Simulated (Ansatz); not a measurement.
**InCuS₂ in the chalcopyrite structure (space group I-42d, No. 122)**

```
CELL_PARAMETERS angstrom
     -2.74161     2.74161     5.52189
      2.74161    -2.74161     5.52189
      2.74161     2.74161    -5.52189
ATOMIC_POSITIONS crystal
  Cu 0.75000 0.25000 0.50000
  Cu 0.00000 0.00000 0.00000
  In 0.25000 0.75000 0.50000
  In 0.50000 0.50000 0.00000
  S  0.09207 0.12500 0.46707
  S  0.65793 0.62500 0.53293
  S  0.37500 0.90793 0.03293
  S  0.87500 0.34207 0.96707
```

Level of theory: Kohn–Sham DFT with the PBEsol functional, run in Ansatz (an electronic-structure program) with PAW and 420 eV plane waves, no spin-orbit coupling. k-mesh 9×9×9 (Γ-centred); smearing 0.05 eV (Fermi–Dirac).

```json
{
 "volume_per_atom": "20.75 Å³",
 "density": "4.85 g/cm³",
 "band_gap": "zero",
 "total_energy": "-3471.501 eV/atom (σ→0; compares only within this code and set-up)"
}
```

Whether these cells are dynamically stable was not tested. The final runs are not spin-polarised. A zero or small gap of InCuS2 can be the functional's error rather than a property of the material.
